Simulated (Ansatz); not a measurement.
# Mo: a trial structure relaxed

Aim: relax Mo from this start, simple hexagonal type (P6/mmm, No. 191), and see where it ends.

Program: Ansatz 0.2.0. Level of theory: DFT PBE, scalar-relativistic, plane waves, PAW. These are calculated values, not measurements.

### Step 1. Starting point

The structure is hexagonal, space group P6/mmm (No. 191). The conventional cell has a = 2.713 Å, b = 2.713 Å, c = 2.535 Å, α = 90.00°, β = 90.00°, γ = 120.00°. Around Mo (site symmetry 6/mmm) lie 8 Mo at 2.53 to 2.71 Å.

Coordinates:

```cif
data_structure
_symmetry_space_group_name_H-M 'P 1'
_symmetry_Int_Tables_number 1
_cell_length_a 2.7126
_cell_length_b 2.7126
_cell_length_c 2.5346
_cell_angle_alpha 90.000
_cell_angle_beta 90.000
_cell_angle_gamma 120.000
_cell_volume 16.15
loop_
_atom_site_label
_atom_site_type_symbol
_atom_site_fract_x
_atom_site_fract_y
_atom_site_fract_z
_atom_site_occupancy
Mo1 Mo 0.00000 0.00000 0.00000 1
```

This is candidate A: simple hexagonal type (P6/mmm, No. 191).

### Step 2. Quick check of gap, pressure and forces (candidate A)

Input file input.yaml:

```yaml
crystal:
  lattice:
    - [2.7126311043, 0.0, 0.0]
    - [-1.3563155522, 2.3492074474, 0.0]
    - [0.0, 0.0, 2.5346146881]
  atoms:
    - { symbol: Mo, position: [0.0, 0.0, 0.0] }
basis:
  ecutwfc: 420
kpoints:
  mp_grid: { grid: [9, 9, 8] }
hamiltonian:
  xc: pbe
scf:
  occupations: { method: gaussian, width: 0.1 }
  lower_state_search: "off"
output:
  forces: true
  stress: true
  eigenvalues: true
```

What it wrote (excerpt; [...] marks lines left out):

```text
Warning: RAYON_NUM_THREADS=1 ignored (pool sized by the plan → 1); use --threads N
[...]
Pseudopotentials: kind: paw
Pseudopotential: Mo, paw, valence charge 14, recommended cutoff 420 eV (normal), Mo.paw.azcp
Functional definition: PBE
[...]
Crystal: 1 atoms, lattice volume = 16.152 Å³
Basis set: ecut = 420 eV, 315 PW (Γ), exchange–correlation on 40×40×36 points (8 copies of the dense FFT grid, shifted against one another)
Bands: 11, of which v1, the nominal top of the filled ones, is band 7 counted from 1 (6 counted from 0)
Symmetry: 24 space group operations
Space group: P6/mmm (ITA 191), of the structure as read, at distance tolerance 2.5e-5 Å
k-points: 60 of 648
[...]
SCF iter   1: F=—  HF=-4955.087276 eV  |F-HF|=—  |Δ(HF+E_count)|=         —  Δρ=5.45e-3  dr2=2.42e-3  ethr=1.77e-3  ⟨swp⟩=5.0  Hψ=3846  notcnv=0
[...]
SCF iter   6: F=-4955.086602 eV  HF=-4955.086602 eV  |F-HF|=1.96e-9  |Δ(HF+E_count)|=   5.51e-8  Δρ=8.79e-6  dr2=5.13e-9  ethr=7.14e-10  ⟨swp⟩=4.1  Hψ=2143  notcnv=0
[...]
SCF converged after 6 iterations
Free energy (F): -4955.086602 eV
[...]
E sigma→0 (E₀):  -4955.082968 eV
Entropy (-TS):   -0.007267 eV (-7.267 meV/atom)
Fermi energy:    20.181352 eV
[...]
--- Forces (eV/Å), atoms counted from 1 ---
  atom   1  Mo    -0.00000000    -0.00000000     0.00000000
[...]
--- Stress (GPa, compression-positive) ---
       10.191298      -0.000000       0.000000
       -0.000000      10.191298       0.000000
        0.000000       0.000000       8.439062
  P = ⅓ Tr σ = 9.6072 GPa (96.072 kbar)
--- Band table (eV; the first three rows and the last of 60) ---
  k-point 0: bands = ["-40.8476", "-14.0470", "-14.0470", "-14.0420", "13.3492", "15.7048", "19.2843", "19.2843", "24.4338", "24.4338", "33.1698"]
[...]
```

Run time: 1.5 s. Hardware: 1 thread of an Arm CPU, shared host; peak memory 0.25 GiB.

Read-out: pressure 9.6 GPa, largest force 0.00 eV/Å, gap on this mesh none (metal). With stress or forces this large, a rough relaxation on a coarse mesh goes ahead of the careful one.

### Step 3. Rough relaxation on the coarse mesh (candidate A)

Changes to input.yaml since step 2:

```diff
@@ -10,3 +10,3 @@
 kpoints:
-  mp_grid: { grid: [9, 9, 8] }
+  mp_grid: { grid: [9, 9, 6] }
 hamiltonian:
@@ -20 +20,6 @@
   eigenvalues: true
+relax:
+  adjacent_minimum: "off"
+  f_tol: 0.04
+  max_steps: 70
+  cell: { stress_tol: 0.4 }
```

What it wrote:

```text
Warning: RAYON_NUM_THREADS=1 ignored (pool sized by the plan → 1); use --threads N
Engine: ansatz 0.2.0, aarch64-unknown-linux-gnu
[... 3 set-up lines as earlier in the session ...]
  parameter kappa = 0.804
  parameter beta = 0.06672455060314922
  exchange = pbe_x(kappa = kappa, mu = beta*pi^2/3)
  correlation = pbe_c(beta = beta)
Crystal: 1 atoms, lattice volume = 16.152 Å³
Basis set: ecut = 420 eV, 315 PW (Γ), exchange–correlation on 40×40×36 points (8 copies of the dense FFT grid, shifted against one another)
Bands: 11, of which v1, the nominal top of the filled ones, is band 7 counted from 1 (6 counted from 0)
[... 2 set-up lines as earlier in the session ...]
k-points: 48 of 486
Non-local potential: Mo, projectors of the file, l = 0: 3, l = 1: 2, l = 2: 2, l = 3: 1
PAW form: soft (Blöchl's): semilocal exchange-correlation on the pseudo side does not see the compensation charge
PAW one-centre angular grid: Mo, 590 points (default); XC on 64 Gauss nodes
Initial density: superposition of atomic densities (neutral atoms: chi_scale 0, normalization atom), corrected by the library's trained network
Initial wavefunctions: pseudopotential atomic-orbital guess
Functional: x = pbe(κ = 0.804, μ = 0.2195149727645171), c = pbe(β = 0.06672455060314922)
SCF iter   1: F=—  HF=-4955.186715 eV  |F-HF|=—  |Δ(HF+E_count)|=         —  Δρ=7.46e-3  dr2=5.40e-3  ethr=1.77e-3  ⟨swp⟩=5.0  Hψ=3051  notcnv=0
preconditioner: auto → none  [metal: Δε(μ)=0.085 eV  Ē_g=7.888 eV  σ=0.100 eV  W_gap=0.45  n_scr=2 (ndim 8)  ℏωp=22.6 eV  f_vac=0.000  D(μ)=0.99/eV (n_scr^D=8)  sad-step TF]
SCF iter   2: F=—  HF=-4955.185038 eV  |F-HF|=—  |Δ(HF+E_count)|=   1.68e-3  Δρ=4.02e-3  dr2=1.63e-3  ethr=3.85e-5  ⟨swp⟩=1.4  Hψ=971  notcnv=0
SCF iter   3: F=—  HF=-4955.184524 eV  |F-HF|=—  |Δ(HF+E_count)|=   5.13e-4  Δρ=5.19e-4  dr2=2.84e-5  ethr=1.16e-5  ⟨swp⟩=2.5  Hψ=770  notcnv=0
SCF iter   4: F=—  HF=-4955.184519 eV  |F-HF|=—  |Δ(HF+E_count)|=   5.19e-6  Δρ=1.96e-4  dr2=6.38e-6  ethr=2.03e-7  ⟨swp⟩=2.0  Hψ=867  notcnv=0
iter 5 did not close the SCF: its close was put off for the readings that it lacked (scf_convergence_deferred on its scf_iter line)
SCF iter   5: F=-4955.184517 eV  HF=-4955.184517 eV  |F-HF|=1.93e-8  |Δ(HF+E_count)|=   2.44e-6  Δρ=2.35e-5  dr2=4.34e-8  ethr=4.56e-8  ⟨swp⟩=2.6  Hψ=798  notcnv=0
SCF iter   6: F=-4955.184517 eV  HF=-4955.184517 eV  |F-HF|=3.08e-10  |Δ(HF+E_count)|=   4.96e-9  Δρ=4.72e-6  dr2=1.03e-9  ethr=3.10e-10  ⟨swp⟩=2.2  Hψ=1873  notcnv=0
SCF 1 converged in 6 iterations: F = -4955.184517 eV  dr2 = 1.03e-9
relax step   1: F+E_penalty+E_count = -4955.18451664 eV  Δ(F+E_penalty+E_count) = +0.000e0 eV  max|allowed force component| = 0.000e0 eV/Å  Δτ_max = 0.0000 Å  P = +8.829 GPa  Ω = 16.152 Å³  (6 SCF iters, dr2 threshold 1.00e-7 eV, accepted)
Crystal: 1 atoms, lattice volume = 17.654 Å³
Basis set: ecut = 420 eV, 357 PW (Γ), exchange–correlation on 40×40×36 points (8 copies of the dense FFT grid, shifted against one another)
Initial density: handed on by an earlier stage of this run
Initial wavefunctions: those handed on with the density
iter 1 solved again at ethr=6.74e-5 eV; its pass at ethr=3.10e-3 eV (dr2=9.44e-3 eV) is discarded
SCF iter   1: F=—  HF=-4955.179514 eV  |F-HF|=—  |Δ(HF+E_count)|=         —  Δρ=8.90e-3  dr2=9.86e-3  ethr=6.74e-5  ⟨swp⟩=1.0  Hψ=3979  notcnv=0
preconditioner: auto → none  [metal: Δε(μ)=0.031 eV  Ē_g=7.192 eV  σ=0.100 eV  W_gap=0.17  n_scr=8 (ndim 8)  ℏωp=21.6 eV  f_vac=0.000  D(μ)=1.02/eV (n_scr^D=8)]
SCF iter   2: F=—  HF=-4955.177885 eV  |F-HF|=—  |Δ(HF+E_count)|=   1.63e-3  Δρ=3.43e-3  dr2=8.54e-4  ethr=6.74e-5  ⟨swp⟩=1.3  Hψ=568  notcnv=0
SCF iter   3: F=—  HF=-4955.178110 eV  |F-HF|=—  |Δ(HF+E_count)|=   2.25e-4  Δρ=8.76e-4  dr2=5.01e-5  ethr=6.10e-6  ⟨swp⟩=1.9  Hψ=736  notcnv=0
SCF iter   4: F=—  HF=-4955.178137 eV  |F-HF|=—  |Δ(HF+E_count)|=   2.69e-5  Δρ=1.96e-4  dr2=3.99e-6  ethr=3.58e-7  ⟨swp⟩=2.7  Hψ=812  notcnv=0
SCF iter   5: F=-4955.178137 eV  HF=-4955.178137 eV  |F-HF|=5.62e-9  |Δ(HF+E_count)|=   4.65e-7  Δρ=3.26e-5  dr2=4.79e-8  ethr=7.14e-10  ⟨swp⟩=3.5  Hψ=2505  notcnv=0
SCF 2 converged in 5 iterations: F = -4955.178137 eV  dr2 = 4.79e-8
relax step   2: F+E_penalty+E_count = -4955.17813683 eV  Δ(F+E_penalty+E_count) = +6.380e-3 eV  max|allowed force component| = 0.000e0 eV/Å  Δτ_max = 0.0000 Å  P = -9.886 GPa  Ω = 17.654 Å³  energy of the carried Pulay correction = -3.780e-4 eV  (5 SCF iters, dr2 threshold 1.00e-7 eV, rejected (line search))
Crystal: 1 atoms, lattice volume = 16.807 Å³
Basis set: ecut = 420 eV, 333 PW (Γ), exchange–correlation on 40×40×36 points (8 copies of the dense FFT grid, shifted against one another)
iter 1 solved again at ethr=1.31e-5 eV; its pass at ethr=3.10e-3 eV (dr2=1.83e-3 eV) is discarded
SCF iter   1: F=—  HF=-4955.209228 eV  |F-HF|=—  |Δ(HF+E_count)|=         —  Δρ=4.16e-3  dr2=1.78e-3  ethr=1.31e-5  ⟨swp⟩=1.4  Hψ=3924  notcnv=0
preconditioner: auto → none  [metal: Δε(μ)=0.076 eV  Ē_g=7.574 eV  σ=0.100 eV  W_gap=0.41  n_scr=8 (ndim 8)  ℏωp=22.2 eV  f_vac=0.000  D(μ)=0.83/eV (n_scr^D=8)]
SCF iter   2: F=—  HF=-4955.208994 eV  |F-HF|=—  |Δ(HF+E_count)|=   2.34e-4  Δρ=1.82e-3  dr2=2.21e-4  ethr=1.27e-5  ⟨swp⟩=1.4  Hψ=590  notcnv=0
SCF iter   3: F=—  HF=-4955.209037 eV  |F-HF|=—  |Δ(HF+E_count)|=   4.30e-5  Δρ=3.60e-4  dr2=9.65e-6  ethr=1.58e-6  ⟨swp⟩=1.5  Hψ=638  notcnv=0
SCF iter   4: F=—  HF=-4955.209041 eV  |F-HF|=—  |Δ(HF+E_count)|=   3.65e-6  Δρ=7.87e-5  dr2=5.46e-7  ethr=6.89e-8  ⟨swp⟩=2.8  Hψ=865  notcnv=0
SCF iter   5: F=—  HF=-4955.209043 eV  |F-HF|=—  |Δ(HF+E_count)|=   1.80e-6  Δρ=1.22e-5  dr2=5.40e-9  ethr=3.90e-9  ⟨swp⟩=2.8  Hψ=832  notcnv=0
SCF iter   6: F=-4955.209043 eV  HF=-4955.209043 eV  |F-HF|=1.91e-11  |Δ(HF+E_count)|=   2.85e-9  Δρ=7.04e-7  dr2=4.93e-11  ethr=4.57e-12  ⟨swp⟩=4.1  Hψ=1771  notcnv=0
SCF 3 converged in 6 iterations: F = -4955.209043 eV  dr2 = 4.93e-11
relax step   3: F+E_penalty+E_count = -4955.20904268 eV  Δ(F+E_penalty+E_count) = -2.453e-2 eV  max|allowed force component| = 0.000e0 eV/Å  Δτ_max = 0.0000 Å  P = -0.585 GPa  Ω = 16.807 Å³  energy of the carried Pulay correction = -1.660e-4 eV  (6 SCF iters, accepted)
Crystal: 1 atoms, lattice volume = 16.767 Å³
iter 1 solved again at ethr=7.29e-9 eV; its pass at ethr=3.10e-3 eV (dr2=1.02e-6 eV) is discarded
SCF iter   1: F=—  HF=-4955.209135 eV  |F-HF|=—  |Δ(HF+E_count)|=         —  Δρ=1.16e-4  dr2=8.31e-7  ethr=7.29e-9  ⟨swp⟩=3.1  Hψ=3829  notcnv=0
preconditioner: auto → none  [metal: Δε(μ)=0.073 eV  Ē_g=7.592 eV  σ=0.100 eV  W_gap=0.39  n_scr=8 (ndim 8)  ℏωp=22.2 eV  f_vac=0.000  D(μ)=0.80/eV (n_scr^D=8)]
SCF iter   2: F=—  HF=-4955.209136 eV  |F-HF|=—  |Δ(HF+E_count)|=   9.34e-7  Δρ=5.89e-5  dr2=1.91e-7  ethr=5.94e-9  ⟨swp⟩=1.0  Hψ=528  notcnv=0
SCF iter   3: F=-4955.209136 eV  HF=-4955.209136 eV  |F-HF|=3.26e-10  |Δ(HF+E_count)|=   1.55e-7  Δρ=4.04e-6  dr2=1.48e-9  ethr=7.14e-10  ⟨swp⟩=4.2  Hψ=1640  notcnv=0
SCF 4 converged in 3 iterations: F = -4955.209136 eV  dr2 = 1.48e-9
relax step   4: F+E_penalty+E_count = -4955.20913620 eV  Δ(F+E_penalty+E_count) = -9.351e-5 eV  max|allowed force component| = 0.000e0 eV/Å  Δτ_max = 0.0000 Å  P = -0.080 GPa  Ω = 16.767 Å³  energy of the carried Pulay correction = -1.552e-4 eV  (3 SCF iters, dr2 threshold 1.00e-7 eV, accepted)
Initial wavefunctions: pseudopotential atomic-orbital guess (no wavefunctions were taken with the density)
iter 1 solved again at ethr=2.90e-8 eV; its pass at ethr=3.10e-3 eV (dr2=4.07e-6 eV) is discarded
SCF iter   1: F=—  HF=-4955.209272 eV  |F-HF|=—  |Δ(HF+E_count)|=         —  Δρ=1.92e-4  dr2=2.80e-7  ethr=2.90e-8  ⟨swp⟩=3.2  Hψ=4601  notcnv=0
SCF iter   2: F=—  HF=-4955.209278 eV  |F-HF|=—  |Δ(HF+E_count)|=   6.82e-6  Δρ=9.51e-5  dr2=6.12e-8  ethr=2.00e-9  ⟨swp⟩=1.1  Hψ=562  notcnv=0
SCF iter   3: F=—  HF=-4955.209281 eV  |F-HF|=—  |Δ(HF+E_count)|=   2.55e-6  Δρ=7.07e-6  dr2=2.40e-9  ethr=4.37e-10  ⟨swp⟩=2.5  Hψ=809  notcnv=0
SCF iter   4: F=-4955.209281 eV  HF=-4955.209281 eV  |F-HF|=6.53e-10  |Δ(HF+E_count)|=   1.04e-8  Δρ=1.79e-6  dr2=7.04e-11  ethr=4.57e-12  ⟨swp⟩=4.1  Hψ=1772  notcnv=0
SCF 5 converged in 4 iterations: F = -4955.209281 eV  dr2 = 7.04e-11
relax step   5: F+E_penalty+E_count = -4955.20928100 eV  Δ(F+E_penalty+E_count) = -1.448e-4 eV  max|allowed force component| = 0.000e0 eV/Å  Δτ_max = 0.0000 Å  P = -0.086 GPa  Ω = 16.767 Å³  stress off target by 2.36e-1 GPa  SCF on the basis re-selected at this cell (its energy is not comparable with the rows above)  (4 SCF iters)
basis re-selected at this cell: Δ(F+E_penalty+E_count) = -1.448e-4 eV, ΔP = -0.006 GPa vs the last step (what re-selecting the basis moved, of the pressure what is left beyond the Pulay correction that the steps carried, after the strain that the cell walked since its last selection, with what the two solves' SCF thresholds leave and, on support functions, any second-order correction that the steps lacked; it is no measure of the basis error at this ecutwfc). This SCF's stress stands 2.36e-1 GPa from its target on what of the cell is left free (relax.cell.stress_tol is 4.00e-1 GPa) and its largest allowed force component is 0.00e0 eV/Å (relax.f_tol is 4.00e-2 eV/Å): within both
SCF converged after 4 iterations
Free energy (F): -4955.209281 eV
Harris-Foulkes:  -4955.209281 eV  (|F-HF|=6.53e-10)
Internal energy: -4955.205299 eV  (E = F + TS)
E sigma→0 (E₀):  -4955.207290 eV
Entropy (-TS):   -0.003982 eV (-3.982 meV/atom)
Fermi energy:    19.214817 eV
--- Per-component energies (eV) ---
  E_band       = -75.790322
  E_kinetic    = 441.515958
  E_local      = -869.853125  (includes V_loc(G=0)·N_el)
  E_nonlocal   = 144.495885
  E_hartree    = 290.617970
  E_xc         = -183.047283
  E_vxc        = -228.426551  (∫ρ·V_xc dr)
  E_paw        = -3201.829828  (= ΣΔE_a)
  E_vpaw       = -144.758395  (= ΣTr[D̂ρ^β])
  E_aug_tail   = 0.000040  (compensation charges beyond the density's cutoff)
  E_ewald      = -1577.104917
  E_smearing   = -0.003982  (= −TS)
  E_closure    = -0.000000  (closes the sum)
  Σ components = -4955.209281   (vs F -4955.209281, Δ=0.00e0)
--- Forces (eV/Å), atoms counted from 1 ---
  atom   1  Mo     0.00000000     0.00000000     0.00000000
  max |Σ_I F_I| component: 1.23e-32 eV/Å
--- Stress (GPa, compression-positive) ---
       -0.010211       0.000000       0.000000
        0.000000      -0.010211       0.000000
        0.000000       0.000000      -0.236233
  P = ⅓ Tr σ = -0.0856 GPa (-0.856 kbar)
--- Band table (eV; the first three rows and the last of 48) ---
  k-point 0: bands = ["-41.7112", "-15.0579", "-15.0579", "-14.8473", "12.5961", "15.0329", "18.4068", "18.4068", "23.4446", "23.4446", "32.0721"]
  k-point 1: bands = ["-41.6459", "-15.3408", "-15.0139", "-15.0139", "13.3524", "16.1806", "18.6124", "18.6124", "22.3383", "22.3383", "32.3380"]
  k-point 2: bands = ["-41.5126", "-16.2599", "-14.9246", "-14.9246", "14.8361", "18.6997", "19.0571", "19.0571", "20.6057", "20.6057", "29.4280"]
  k-point 47: bands = ["-41.2344", "-16.4266", "-15.6908", "-15.6908", "15.5204", "15.5204", "19.2976", "19.2976", "24.5907", "30.1302", "33.8041"]
--- Relaxed structure (4 steps of the walk, 3 accepted, 1 SCFs on fresh bases) ---
  F+E_penalty+E_count = -4955.20928100 eV   max|allowed force component| = 0.000e0 eV/Å   (the final SCF, on the basis selected at the relaxed cell)
  cell:  # Å, volume = 16.7671 Å³
    - [2.7677183261753235, 2.945373652818263e-11, 0.0]
    - [-1.3838591631131696, 2.396914380972848, 0.0]
    - [0.0, 0.0, 2.5274492579418486]
  atoms:
    - { symbol: Mo, position: [0.0, 0.0, 0.0] }
```

It took 6.4 s on 1 thread of an Arm CPU, shared host; peak memory 0.26 GiB.

Step by step:

| step | E - E(step 1) (eV/cell) | largest force component (eV/Å) | pressure (GPa) | volume (Å³) |
| --- | --- | --- | --- | --- |
| 1 | 0.0000 | 0.0000 | 8.83 | 16.15 |
| 2 | 0.0064 | 0.0000 | -9.89 | 17.65 |
| 3 | -0.0245 | 0.0000 | -0.59 | 16.81 |
| 4 | -0.0246 | 0.0000 | -0.08 | 16.77 |
| 5 | -0.0248 | 0.0000 | -0.09 | 16.77 |

Step 1 is the start. Step 5 repeats the geometry before it on a plane-wave basis chosen anew for that cell, so its energy need not be comparable with the rows above. The walk judges its steps with a correction for the finite basis (Pulay term) that this column leaves out, so accepted steps can climb here and lower ones be refused.

|  | before | after | change |
| --- | --- | --- | --- |
| a (Å) | 2.713 | 2.768 | +2.0 % |
| b (Å) | 2.713 | 2.768 | +2.0 % |
| c (Å) | 2.535 | 2.527 | -0.3 % |
| volume (Å³/atom) | 16.15 | 16.77 | +3.8 % |
| shortest distance (Å) | 2.535 | 2.527 | -0.3 % |
| space group (0.01 Å) | P6/mmm | P6/mmm | same |

The run keeps the 24 symmetry operations of the start, so it could not have lowered the symmetry.

### Step 4. Relaxing cell and atoms (candidate A)

Input file input.yaml:

```yaml
crystal:
  lattice:
    - [2.7677183262, 0.0, 0.0]
    - [-1.3838591631, 2.396914381, 0.0]
    - [0.0, 0.0, 2.5274492579]
  atoms:
    - { symbol: Mo, position: [0.0, 0.0, 0.0] }
basis:
  ecutwfc: 420
kpoints:
  mp_grid: { grid: [24, 24, 22] }
hamiltonian:
  xc: pbe
scf:
  occupations: { method: gaussian, width: 0.1 }
output:
  forces: true
  stress: true
  eigenvalues: true
relax:
  adjacent_minimum: "off"
  f_tol: 0.01
  max_steps: 80
  cell: { stress_tol: 0.05 }
```

What it wrote (excerpt; [...] marks lines left out):

```text
Warning: RAYON_NUM_THREADS=1 ignored (pool sized by the plan → 1); use --threads N
[...]
[... 3 set-up lines as earlier in the session ...]
[...]
Crystal: 1 atoms, lattice volume = 16.767 Å³
Basis set: ecut = 420 eV, 333 PW (Γ), exchange–correlation on 40×40×36 points (8 copies of the dense FFT grid, shifted against one another)
Bands: 11, of which v1, the nominal top of the filled ones, is band 7 counted from 1 (6 counted from 0)
[... 1 set-up line as earlier in the session ...]
Space group: P6/mmm (ITA 191), of the structure as read, at distance tolerance 2.6e-5 Å
k-points: 732 of 12672
[...]
SCF iter   1: F=—  HF=-4955.153118 eV  |F-HF|=—  |Δ(HF+E_count)|=         —  Δρ=8.11e-3  dr2=8.91e-3  ethr=1.77e-3  ⟨swp⟩=5.0  Hψ=46952  notcnv=0
[...]
E sigma→0 (E₀):  -4955.147291 eV
Entropy (-TS):   -0.004436 eV (-4.436 meV/atom)
Fermi energy:    19.219104 eV
[...]
--- Forces (eV/Å), atoms counted from 1 ---
  atom   1  Mo     0.00000000     0.00000000     0.00000000
[...]
--- Stress (GPa, compression-positive) ---
        0.002041       0.000000       0.000000
        0.000000       0.002041       0.000000
        0.000000       0.000000       0.001115
  P = ⅓ Tr σ = 0.0017 GPa (0.017 kbar)
--- Band table (eV; the first three rows and the last of 732) ---
  k-point 0: bands = ["-41.7707", "-15.1297", "-15.1297", "-14.8905", "12.5532", "14.9754", "18.3442", "18.3442", "23.3927", "23.3927", "31.9834"]
[...]
--- Relaxed structure (4 steps of the walk, 4 accepted, 1 SCFs on fresh bases) ---
  F+E_penalty+E_count = -4955.14950899 eV   max|allowed force component| = 0.000e0 eV/Å   (the final SCF, on the basis selected at the relaxed cell)
  cell:  # Å, volume = 16.8041 Å³
    - [2.7737884602227147, 0.0, 0.0]
    - [-1.3868942301113574, 2.402171271276993, 0.0]
    - [0.0, 0.0, 2.521961232686958]
  atoms:
    - { symbol: Mo, position: [0.0, 0.0, 0.0] }
```

Run time: 78 s. Hardware: 1 thread of an Arm CPU, shared host; peak memory 0.43 GiB.

Step by step:

| step | E - E(step 1) (eV/cell) | largest force component (eV/Å) | pressure (GPa) | volume (Å³) |
| --- | --- | --- | --- | --- |
| 1 | 0.0000 | 0.0000 | 0.44 | 16.77 |
| 2 | 0.0000 | 0.0000 | -0.90 | 16.88 |
| 3 | -0.0003 | 0.0000 | -0.14 | 16.81 |
| 4 | -0.0003 | 0.0000 | 0.00 | 16.80 |
| 5 | -0.0003 | 0.0000 | 0.00 | 16.80 |

Step 1 is the start. Step 5 repeats the geometry before it on a plane-wave basis chosen anew for that cell, so its energy need not be comparable with the rows above.

|  | before | after | change |
| --- | --- | --- | --- |
| a (Å) | 2.768 | 2.774 | +0.2 % |
| b (Å) | 2.768 | 2.774 | +0.2 % |
| c (Å) | 2.527 | 2.522 | -0.2 % |
| volume (Å³/atom) | 16.77 | 16.80 | +0.2 % |
| shortest distance (Å) | 2.527 | 2.522 | -0.2 % |
| space group (0.01 Å) | P6/mmm | P6/mmm | same |

The run keeps the 24 symmetry operations of the start, so it could not have lowered the symmetry.

### Step 5. Ranking

Rows marked E are candidates relaxed earlier by the same steps.

| candidate | start | space group at the end | atoms | volume (Å³/atom) | energy above the lowest (meV/atom) | gap on the mesh (eV) |
| --- | --- | --- | --- | --- | --- | --- |
| E2 | beta-tungsten (A15) type (Pm-3n, No. 223) | Pm-3n | 8 | 16.04 | 0.0 | 0.00 |
| E1 | lonsdaleite type (P6_3/mmc, No. 194) | P6_3/mmc | 4 | 16.49 | 645.1 | 0.00 |
| A | simple hexagonal type (P6/mmm, No. 191) | P6/mmm | 1 | 16.80 | 779.9 | 0.00 |

The lowest is E2, in Pm-3n; E1 follows 645 meV/atom higher. Other structures, not tried here, may lie lower.
